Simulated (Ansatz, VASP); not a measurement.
Given: the input of a run of Ansatz 0.2.0 on SnSe2.

Contents of input.yaml:

```yaml
crystal:
  lattice:
    - [3.811, 0.0, 0.0]
    - [-1.9055, 3.3004228138, 0.0]
    - [0.0, 0.0, 6.136]
  atoms:
    - { symbol: Sn, position: [0.0, 0.0, 0.0] }
    - { symbol: Se, position: [0.6666666667, 0.3333333333, 0.751] }
    - { symbol: Se, position: [0.3333333333, 0.6666666667, 0.249] }
kpoints:
  mp_grid: { grid: [6, 6, 4] }
scf:
  occupations: { method: fermi_dirac, width: 0.02 }
hamiltonian:
  xc: pbe
  pseudopotentials: { kind: all_electron, lapw: { basis_error: 0.003 } }
output:
  forces: true
  stress: true
  eigenvalues: true
```

Potentials or basis: all-electron LAPW, scalar-relativistic.

Run with:

```console
$ ansatz run input.yaml --threads 2 --pin off --max-ram 5120MiB --backend cpu --events-out ev --progress --plain --runs-dir out
```

Task: Set up the same calculation for VASP 6.6.1. Potentials there: VASP PAW PBE potentials, release 64 (Sn_d, Se).

Result: As run (the cutoff follows the program's own potentials):

INCAR

```
SYSTEM = SnSe2
PREC     = Accurate       ! precision mode
ENCUT    = 520            ! plane-wave cutoff, eV
EDIFF    = 1E-6           ! SCF threshold, eV
ISMEAR   = -1             ! smearing method
SIGMA    = 0.02           ! smearing width, eV
LREAL    = .FALSE.        ! projectors in reciprocal space
LASPH    = .TRUE.         ! aspherical terms in the spheres
NELM     = 80             ! most SCF steps
ALGO     = Fast           ! electronic algorithm
ISIF     = 2              ! what is computed and relaxed
LWAVE    = .FALSE.        ! write WAVECAR
LCHARG   = .FALSE.        ! write CHGCAR
GGA      = PE             ! functional
NBANDS   = 20             ! bands
```

The input KPOINTS:

```
regular mesh
0
G
  6 6 4
  0 0 0
```

POSCAR

```
SnSe2
1.0
    3.8110000000      0.0000000000      0.0000000000
   -1.9055000000      3.3004228138      0.0000000000
    0.0000000000      0.0000000000      6.1360000000
Sn Se
1 2
Direct
    0.0000000000      0.0000000000      0.0000000000
    0.6666666667      0.3333333333      0.7510000000
    0.3333333333      0.6666666667      0.2490000000
```

Potentials or basis: VASP PAW PBE potentials, release 64 (Sn_d, Se).

The run is started by

```bash
$ cat potpaw_PBE.64/Sn_d/POTCAR potpaw_PBE.64/Se/POTCAR > POTCAR
$ mpirun -np 1 vasp_std > vasp.out
```

Both were run:

|  | VASP | Ansatz | Ansatz less VASP |
| --- | --- | --- | --- |
| gap on the k mesh at the Fermi level (eV) | 0.82 | 0.83 | +0.011 |
| least direct gap on the mesh (eV) | 1.09 | 1.11 | +0.015 |
| pressure (GPa) | 5.7 | 5.6 | -0.08 |
| largest component of the traceless stress (GPa) | 0.91 | 0.90 | -0.003 |
| rms of the force components (eV/Å) | 0.375 | 0.367 | -0.0088 |

Atom by atom the forces differ by 0.009 eV/Å (rms over components). Ansatz ran all-electron here, so the differences hold the error of VASP's frozen core and of both bases.

Caveats: spin-orbit coupling is left out, which moves the levels of the heavy elements; this functional lacks dispersion, which binds the layers, so the pressure and a relaxed spacing across them are unreliable. A k mesh can miss the band edges.
